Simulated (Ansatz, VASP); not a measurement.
# Co in VASP and in Ansatz

File INCAR:

```
ALGO = Fast
EDIFF = 1E-7
ENCUT = 520
ISIF = 2
ISMEAR = -1
ISPIN = 2
LASPH = T
LCHARG = F
LMAXMIX = 4
LORBIT = 11
LREAL = F
LWAVE = F
MAGMOM = 2 2
NBANDS = 20
NELM = 150
PREC = Accurate
SIGMA = 0.05
```

KPOINTS

```
k-points
0
Gamma
  12 12 7
```

File POSCAR:

```
Co
1.0
    2.4719999032      0.0000000000      0.0000000000
   -1.2359999516      2.1408147143      0.0000000000
    0.0000000000      0.0000000000      4.0211440800
Co
2
Direct
    0.6666666667      0.3333333333      0.7500000000
    0.3333333333      0.6666666667      0.2500000000
```

The input input.yaml:

```yaml
crystal:
  lattice:
    - [2.4719999032, 0.0, 0.0]
    - [-1.2359999516, 2.1408147143, 0.0]
    - [0.0, 0.0, 4.02114408]
  atoms:
    - { symbol: Co, position: [0.6666666667, 0.3333333333, 0.75], spin: 2.0 }
    - { symbol: Co, position: [0.3333333333, 0.6666666667, 0.25], spin: 2.0 }
kpoints:
  mp_grid: { grid: [12, 12, 7] }
  band_path:
    path:
      - [0.0, 0.0, 0.0]
      - [0.5, 0.0, 0.0]
      - [0.3333333333, 0.3333333333, 0.0]
      - [0.0, 0.0, 0.0]
      - [0.0, 0.0, 0.5]
      - [0.5, 0.0, 0.5]
      - [0.3333333333, 0.3333333333, 0.5]
      - [0.0, 0.0, 0.5]
    npoints: 12
scf:
  occupations: { method: fermi_dirac, width: 0.05 }
hamiltonian:
  xc: lda
  pseudopotentials: { kind: all_electron, lapw: { basis_error: 0.001 } }
magnetization:
  spin_polarized: true
output:
  forces: true
  stress: true
  eigenvalues: true
```

Alike in both runs: functional LDA; k mesh 12 × 12 × 7; occupations fermi-dirac, width 0.05 eV; collinear spin.

|  | VASP | Ansatz |
| --- | --- | --- |
| version | VASP 6.6.1 | Ansatz 0.2.0 |
| potentials or method | VASP PAW LDA potentials, release 64 (Co) | all-electron LAPW, scalar-relativistic |
| plane-wave cutoff (eV) | 520 | see its input |
| task | single point | band structure |

Ansatz gave:

| Property | Result |
| --- | --- |
| gap on the k mesh at the Fermi level (eV) | none |
| pressure (GPa) | -14.8 |
| largest component of the traceless stress (GPa) | 1.80 |
| net moment per atom (μB) | 1.55 |
| size of the moment on the site where the two differ most (μB) | 1.58 |

Task: Estimate VASP's values.

Result: gap on the k mesh at the Fermi level (eV): none; pressure (GPa): -15.6; largest component of the traceless stress (GPa): 1.76; net moment per atom (μB): 1.51; size of the moment on the site where the two differ most (μB): 1.51.

Site moments also hang on the region over which each program counts them. A gap of «none» marks a metal or a gap that the smearing closes. Ansatz ran all-electron here, so the differences hold the error of VASP's frozen core and of both bases.

Caveats: so large a pressure means that the cell lies far from this level's equilibrium, or that cutoff or potentials fall short (VASP).
